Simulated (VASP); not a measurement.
Set up this calculation in VASP 6.6.1, as the native input.

| Property | Result |
| --- | --- |
| Task | relaxation of the atoms |
| Functional | BLYP |
| Dispersion | D3(BJ) |
| Potentials or basis | VASP PAW PBE potentials, release 64 (As, B) |
| Cutoff | 520 eV |
| k mesh | 9 × 9 × 1 |
| Occupations | tetrahedron |
| Spin | no spin polarisation |
| Dipole correction | yes |
| Further INCAR settings | ALGO = Normal; EDIFF = 1e-06; IBRION = 2; EDIFFG = -0.005; NSW = 40 |

The structure of BAs lies in POSCAR:

```
BAs
1.0
    3.3778490937      0.0000000000      0.0000000000
   -1.6889245469      2.9253031253      0.0000000000
    0.0000000000      0.0000000000     23.9635072667
As B
4 4
Direct
    0.0000000000      0.0000000000      0.3129758894
    0.3333333333      0.6666666667      0.4280676498
    0.6666666667      0.3333333333      0.5431594101
    0.0000000000      0.0000000000      0.6582511705
    0.3333333333      0.6666666667      0.3417488295
    0.6666666667      0.3333333333      0.4568405899
    0.0000000000      0.0000000000      0.5719323502
    0.3333333333      0.6666666667      0.6870241106
```

The cell isn't the ideal one: the (1 1 1) slab of BAs, cut from the database cell, not relaxed.

The input as run:

INCAR

```
PREC = Accurate
ENCUT = 520
EDIFF = 1E-6
ISMEAR = -5
SIGMA = 0.05
LREAL = False
LASPH = True
NELM = 100
ALGO = Normal
ISIF = 2
LWAVE = False
LCHARG = False
LDIPOL = True
IDIPOL = 3
DIPOL = 0.5 0.5 0.500
GGA = B5
ALDAX = 1.0
AGGAX = 1.0
AGGAC = 1.0
ALDAC = 0.0
IVDW = 12
VDW_S6 = 1.0
VDW_S8 = 2.6996
VDW_A1 = 0.4298
VDW_A2 = 4.2359
IBRION = 2
NSW = 40
EDIFFG = -0.005
```

KPOINTS

```
Automatic mesh
0
Gamma
  9 9 1
```

Potentials or basis: VASP PAW PBE potentials, release 64 (As, B).

Launch:

```sh
$ cat potpaw_PBE.64/As/POTCAR potpaw_PBE.64/B/POTCAR > POTCAR
$ mpirun -np 1 vasp_std > vasp.out
```

It gave:

```yaml
Energy_gained_by_relaxing: 30.0 meV/atom
Ionic_steps: 28
Band_gap_on_the_k_mesh: none (metal or under the smearing width)
Dispersion_energy_per_atom: -0.599 eV
```

Wall time 42 min on 1 thread of Intel(R) Xeon(R) 6975P-C (Granite Rapids), with other jobs on the host, peak memory 0.42 GiB.
